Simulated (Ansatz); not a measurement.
**Ca4B3: rattling a relaxed structure**

The cell was found from a structure generator's guess, not taken from experiment.

Computed with Ansatz, DFT PBE, scalar-relativistic, plane waves, PAW. Settings: cutoff 420 eV, Γ-centred mesh 10×10×6 on the computed 7-atom cell, Gaussian smearing of 0.10 eV; no spin polarisation.

The cell below (7 atoms, space group P4mm (No. 99)) is relaxed within its symmetry.

```xyz
7
Lattice="4.4017 0.0000 0.0000 0.0000 4.4017 0.0000 0.0000 0.0000 8.2656" Properties=species:S:1:pos:R:3 pbc="T T T"
Ca    2.2008    2.2008    2.8026
Ca    0.0000    0.0000    0.6020
Ca    2.2008    0.0000    6.1413
Ca    0.0000    2.2008    6.1413
B     2.2008    2.2008    7.9077
B     0.0000    0.0000    4.7449
B     0.0000    0.0000    3.2120
```

For the test it was strained at random (σ = 1.5 % a component), the atoms were moved at random (σ = 0.10 Å), and all was relaxed again on a coarse 6×6×4 mesh (in the run’s order of axes) with 0.20 eV smearing, with no symmetry imposed.

The cell is a metal run without spin; a magnetic state may lie lower.

Q: Is the structure stable against such a distortion?

A: It doesn't return. The energy falls by 96 meV/atom on that mesh, the volume changes by -1.6 %, and the end has space group P1 (No. 1) at a loose tolerance. Relaxed again on an 8×8×6 mesh with 0.10 eV smearing, the new structure lies 95 meV/atom below the first (mesh in the axes of the run's cell; the cell below is made exact in the group named). Space group P1 (No. 1), triclinic, a = 4.520 Å, b = 5.227 Å, c = 7.139 Å, α = 107.1°, β = 97.7°, γ = 90.5°. Ca on its first site is surrounded by 4 B at 2.67–2.81 Å; around Ca on its second site lie 2 B at 2.63–2.71 Å and 3 B at 2.90–3.04 Å; around Ca on its third site lie 5 B at 2.73–2.92 Å; around B on its first site lie 7 Ca at 2.70–2.98 Å and 1 B at 3.48 Å; 3 more sites not described.

```cif
data_structure
_symmetry_space_group_name_H-M 'P1'
_symmetry_Int_Tables_number 1
_cell_length_a 4.5204
_cell_length_b 5.2270
_cell_length_c 7.1388
_cell_angle_alpha 107.144
_cell_angle_beta 97.722
_cell_angle_gamma 90.547
_cell_volume 159.51
loop_
_atom_site_label
_atom_site_type_symbol
_atom_site_symmetry_multiplicity
_atom_site_Wyckoff_symbol
_atom_site_fract_x
_atom_site_fract_y
_atom_site_fract_z
_atom_site_occupancy
Ca1 Ca 1 a 0.59062 0.50113 0.28859 1
Ca2 Ca 1 a 0.10937 0.91530 0.17008 1
Ca3 Ca 1 a 0.02902 0.48207 0.70825 1
Ca4 Ca 1 a 0.52036 0.02888 0.76402 1
B1 B 1 a 0.56979 0.61605 0.94172 1
B2 B 1 a 0.95935 0.90372 0.52326 1
B3 B 1 a 0.72149 0.05285 0.42129 1
```
